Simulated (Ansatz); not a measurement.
Method: Ansatz 0.2.0, DFT PBE, scalar-relativistic, plane waves, PAW.

Plane waves to 420 eV, a k mesh through Γ of 12×12×12 on the computed 2-atom cell and Gaussian smearing (0.10 eV); no spin polarisation.

```
CELL_PARAMETERS angstrom
3.24446 0.00000 0.00000
0.00000 3.19726 0.00000
0.00000 0.00000 3.24446
ATOMIC_POSITIONS crystal
Zn 0.50000 0.46822 0.50000
Au 0.00000 0.03178 0.00000
```

Problem. Is this geometry at equilibrium? Which atom feels the largest force?

Solution. It isn't. Atom 1 (Zn) feels (0.00, 0.45, 0.00) eV/Å, 0.446 eV/Å in size, and symmetry-related atoms feel the same size.

Problem. Give all forces and the stress.

Solution.
```json
{"atom": "Zn1", "Fx": "0.000", "Fy": "0.446", "Fz": "0.000"}
{"atom": "Au2", "Fx": "0.000", "Fy": "-0.446", "Fz": "0.000"}
```
Stress (GPa, compression positive):
```
-2.39  0.00  0.00
 0.00 -2.93  0.00
 0.00  0.00 -2.39
```

Spin–orbit coupling is left out, which can shift energies with elements as heavy as these.